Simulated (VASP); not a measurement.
# SnO: convergence, self-consistent run

SnO, P4/nmm (no. 129), 4 atoms in the cell. RevPBE; PAW potentials Sn_d, O (PBE set). VASP 6.6.1.

Wanted: energy within 0.2 meV/atom; levels at the zone centre within 0.003 eV.

What the run is for: comparing ways to start; Accuracy asked: tight.

Levels at the zone centre: counted from the valence top at that point.

POSCAR:
```
SnO
1.0
    3.8136952200      0.0000000000      0.0000000000
    0.0000000000      3.8136952200      0.0000000000
    0.0000000000      0.0000000000      4.8869133000
Sn O
2 2
Direct
    0.5000000000      0.0000000000      0.7646261400
    0.0000000000      0.5000000000      0.2353738600
    0.0000000000      0.0000000000      0.0000000000
    0.5000000000      0.5000000000      0.0000000000
```

## How the run starts (with a second run first, the time holds both)

| How the run starts (with a second run first, the time holds both) | Energy less reference (meV/atom) | Levels at the zone centre, largest deviation (eV) | Time (s) |
|---|---|---|---|
| from scratch: 15 SCF iterations | 0.00 | 0.0000 | 26 |
| density of a coarse mesh (ICHARG 1): 15 + 9 SCF iterations | 0.00 | 0.0002 | 23 |
| orbitals of a lower cutoff (ISTART 1): 15 + 6 SCF iterations | 0.00 | 0.0002 | 32 |
| orbitals of a loose run: 11 + 3 SCF iterations | 0.00 | 0.0001 | 20 |

Chosen: from scratch: 15 SCF iterations; no other choice that stays within half of the tolerance saves 30 % of the time.

The chosen settings are those of the reference run.

Values of the reference run: Levels at the zone centre: -3.207, 0, 2.058 eV from the valence top at Gamma.

## The input

INCAR:
```
SYSTEM = SnO
GGA = RE
ISMEAR = 0
SIGMA = 0.03
LWAVE = .False.
LCHARG = .False.
ISIF = 2
PREC = Accurate
LASPH = .True.
LREAL = .False.
ALGO = Normal
EDIFF = 1E-6
NELM = 120
GGA_COMPAT = .False.
ENCUT = 520
EFERMI = MIDGAP
```

KPOINTS:
```
k-points
0
Gamma
  6 6 5
```

Commands:
```
cat potpaw_PBE.64/Sn_d/POTCAR potpaw_PBE.64/O/POTCAR > POTCAR
mpirun -np 1 vasp_std > vasp.out
```

The chosen input took VASP 6.6.1 26 s on 1 core (AMD EPYC 9R45 (Zen 5)), a shared host.

## An input that fails: restart asked without its files

VASP's message: ERROR: charge density could not be read from file CHGCAR for ICHARG>10.

Changes against the starting input:
```
- NELM = 120
+ NELM = 60
+ ICHARG = 11
```
